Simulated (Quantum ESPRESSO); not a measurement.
Wanted: an ASE script for a Quantum ESPRESSO 7.5 run.

```yaml
Task: equation of state
Functional: PBE
Dispersion: D4
Potentials_or_basis: SG15 PBE 1.2
Cutoff: 952 eV
Density_cutoff: 3810 eV
k_mesh: 7 × 7 × 4
Occupations: fermi-dirac, width 0.05 eV
Spin: no spin polarisation
Dispersion_computed_by: dftd4 4.3.1 through ASE
Mixing_beta: 0.5
Most_SCF_iterations: 120
SCF_threshold: 8e-10 Ry
```

The structure of ZnS (Wurtzite-2H) lies in ZnS.cif:

```cif
data_ZnS
_cell_length_a 3.81100000
_cell_length_b 3.81100000
_cell_length_c 6.23400000
_cell_angle_alpha 90.00000000
_cell_angle_beta 90.00000000
_cell_angle_gamma 120.00000000
_space_group_name_H-M_alt 'P1'
_space_group_name_Hall 'P 1'
_space_group_IT_number 1
loop_
_space_group_symop_operation_xyz
'x,y,z'
loop_
_atom_site_label
_atom_site_type_symbol
_atom_site_symmetry_multiplicity
_atom_site_Wyckoff_symbol
_atom_site_fract_x
_atom_site_fract_y
_atom_site_fract_z
_atom_site_occupancy
Zn1 Zn 1 a 0.6666666667 0.3333333333 0.5000000000 1
Zn2 Zn 1 a 0.3333333333 0.6666666667 0.0000000000 1
S1 S 1 a 0.6666666667 0.3333333333 0.8850000000 1
S2 S 1 a 0.3333333333 0.6666666667 0.3850000000 1
```

These files were run (other wordings do the same):

run.py

```python
import numpy as np
from ase.calculators.espresso import Espresso, EspressoProfile
from ase.io import read

atoms = read('ZnS.cif')

input_data = {
    'control': {'calculation': 'scf', 'prefix': 'pwscf', 'outdir': './tmp', 'tprnfor': True, 'tstress': True, 'disk_io': 'nowf'},
    'system': {'ecutwfc': 70.0, 'nbnd': 36, 'occupations': 'smearing', 'smearing': 'fd', 'degauss': 0.00367493},
    'electrons': {'conv_thr': 8e-10, 'electron_maxstep': 120, 'mixing_beta': 0.5},
}
pseudopotentials = {'Zn': 'Zn_ONCV_PBE-1.2.upf', 'S': 'S_ONCV_PBE-1.2.upf'}
profile = EspressoProfile(command='pw.x', pseudo_dir='pseudo')
dft = Espresso(profile=profile, input_data=input_data, pseudopotentials=pseudopotentials, kpts=(7, 7, 4), koffset=(0, 0, 0))
from ase.calculators.mixing import SumCalculator
from dftd4.ase import DFTD4
d4 = DFTD4(method='pbe')
atoms.calc = SumCalculator([dft, d4])

from ase.eos import EquationOfState
from ase.units import GPa
cell, v, e = atoms.cell.copy(), [], []
for x in [0.94, 0.96, 0.98, 1.0, 1.02, 1.04, 1.06]:
    atoms.set_cell(cell * x ** (1 / 3), scale_atoms=True)
    v.append(atoms.get_volume() / len(atoms))
    e.append(atoms.get_potential_energy() / len(atoms))
    print(f'V {v[-1]:.6f} A^3/atom  E {e[-1]:.8f} eV/atom')
v0, e0, b0 = EquationOfState(v, e, eos='birchmurnaghan').fit()
print(f'V0 {v0:.5f} A^3/atom  E0 {e0:.6f} eV/atom  B0 {b0 / GPa:.2f} GPa')
```

Potentials or basis: SG15 PBE 1.2.

Command:

```sh
$ OMP_NUM_THREADS=1 python run.py
```

It gave:

```
Equilibrium volume                        : 19.55 Å³/atom
Bulk modulus at fixed shape and positions : 76 GPa
Pressure derivative of the bulk modulus   : 4.5
```

Caveat: the cell was scaled at fixed shape and fractional positions, which overstates the stiffness of a crystal with free parameters, most of all of layers and chains.

It took 7.7 min on 1 thread of Arm Neoverse V2 (shared host), peak memory 0.15 GiB.
